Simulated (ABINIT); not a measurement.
The system is Zr.

```xyz
2
Lattice="3.2320 0.0000 0.0000 -1.6160 2.7990 0.0000 0.0000 0.0000 5.1470" Properties=species:S:1:pos:R:3 pbc="T T T"
Zr    1.6160    0.9330    3.8603
Zr    0.0000    1.8660    1.2868
```

| Quantity | Value |
| --- | --- |
| Program | ABINIT 10.8.3 (patched build) |
| Task | single point |
| Functional | PBEsol |
| Potentials or basis | PseudoDojo NC SR PBEsol v0.4.1 standard |
| Cutoff | 898 eV |
| k mesh | 9 × 9 × 5 |
| Occupations | fermi-dirac, width 0.05 eV |
| Spin | no spin polarisation |

On this cell: pressure -3.2 GPa; largest force under 0.003 eV/Å; band gap on the k mesh none (metal or under the smearing width).

The same run follows on a disturbed copy (atoms moved at random, drawn with an rms of 0.05 Å):

```
CELL_PARAMETERS angstrom
3.23200 0.00000 0.00000
-1.61600 2.79899 0.00000
0.00000 0.00000 5.14700
ATOMIC_POSITIONS crystal
Zr 0.66214 0.33864 0.74918
Zr 0.34713 0.68258 0.24458
```

Problem. What does the disturbed cell give?

Solution. The energy (extrapolated to zero smearing) moves by +1.0 meV/atom; pressure -3.2 GPa; largest force 0.097 eV/Å; band gap on the k mesh none (metal or under the smearing width).

Forces on the atoms (eV/Å):
```
Zr   0.034  0.024 -0.087
Zr  -0.034 -0.024  0.087
```

Stress tensor (GPa, compression positive):
```
-3.69 -0.27 -0.01
-0.27 -3.30  0.00
-0.01  0.00 -2.62
```
